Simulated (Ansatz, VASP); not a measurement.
**One calculation of AlN, two programs**

```
CELL_PARAMETERS angstrom
3.11775 0.00000 0.00000
-1.55887 2.70005 0.00000
0.00000 0.00000 15.19519
ATOMIC_POSITIONS crystal
Al 0.00000 0.00000 0.18763
Al 0.00000 0.00000 0.68763
Al 0.33333 0.66667 0.52054
Al 0.66667 0.33333 0.02054
Al 0.33333 0.66667 0.85339
Al 0.66667 0.33333 0.35339
N 0.00000 0.00000 0.31279
N 0.00000 0.00000 0.81279
N 0.33333 0.66667 0.97926
N 0.66667 0.33333 0.47926
N 0.33333 0.66667 0.64638
N 0.66667 0.33333 0.14638
```

Alike in both runs: functional PBE; k mesh 6 × 6 × 2; occupations gaussian, width 0.1 eV; no spin polarisation.

Ansatz relaxed the structure, and its values are those at the end. VASP's run is a single point on that final structure, the one shown.

|  | VASP | Ansatz |
| --- | --- | --- |
| version | VASP 6.6.1 | Ansatz 0.2.0 |
| potentials or method | VASP PAW PBE potentials, release 64 (Al, N) | scalar-relativistic, plane waves, PAW |
| plane-wave cutoff (eV) | 520 | 420 |
| valence electrons in the cell | 48 | 48 |

```csv
,VASP,Ansatz,Ansatz less VASP
gap on the k mesh at the Fermi level (eV),3.80,3.80,+0.005
least direct gap on the mesh (eV),4.00,3.99,-0.009
pressure (GPa),-0.2,0.1,+0.26
```

A k mesh can miss the band edges.
